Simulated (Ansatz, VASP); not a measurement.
**KBr in VASP and in Ansatz**

Contents of INCAR:

```
SYSTEM = KBr
  PREC = Accurate
  ENCUT = 520
  EDIFF = 1E-7
  ISMEAR = 0
  SIGMA = 0.02
  LREAL = .FALSE.
  LASPH = .TRUE.
  NELM = 60
  ALGO = Normal
  ISIF = 2
  LWAVE = .FALSE.
  LCHARG = .FALSE.
  GGA = PE
  NBANDS = 15
```

File KPOINTS:

```
Automatic mesh
0
G
  6 6 6
  0 0 0
```

File POSCAR:

```
KBr
1.0
    0.0000000000      3.3836228470      3.3836228470
    3.3836228470      0.0000000000      3.3836228470
    3.3836228470      3.3836228470      0.0000000000
K Br
1 1
Direct
    0.0000000000      0.0000000000      0.0000000000
    0.5000000000      0.5000000000      0.5000000000
```

Input for Ansatz:

```yaml
crystal:
  lattice:
    - [0.0, 3.383622847, 3.383622847]
    - [3.383622847, 0.0, 3.383622847]
    - [3.383622847, 3.383622847, 0.0]
  atoms:
    - { symbol: K, position: [0.0, 0.0, 0.0] }
    - { symbol: Br, position: [0.5, 0.5, 0.5] }
basis:
  ecutwfc: 420
kpoints:
  mp_grid: { grid: [6, 6, 6] }
hamiltonian:
  xc: pbe
scf:
  occupations: { method: gaussian, width: 0.02 }
output:
  forces: true
  stress: true
  eigenvalues: true
```

Alike in both runs: task single point; functional PBE; k mesh 6 × 6 × 6; occupations gaussian, width 0.02 eV; no spin polarisation.

|  | VASP | Ansatz |
| --- | --- | --- |
| version | VASP 6.6.1 | Ansatz 0.2.0 |
| potentials or method | VASP PAW PBE potentials, release 64 (K_sv, Br) | scalar-relativistic, plane waves, PAW |
| plane-wave cutoff (eV) | 520 | 420 |
| valence electrons in the cell | 16 | 16 |

```tsv
	VASP	Ansatz	Ansatz less VASP
gap on the k mesh at the Fermi level (eV)	4.24	4.24	+0.001
least direct gap on the mesh (eV)	4.24	4.24	+0.001
pressure (GPa)	-0.3	-0.3	-0.02
```

PBE gaps usually lie below the measured ones, often by a third to a half.
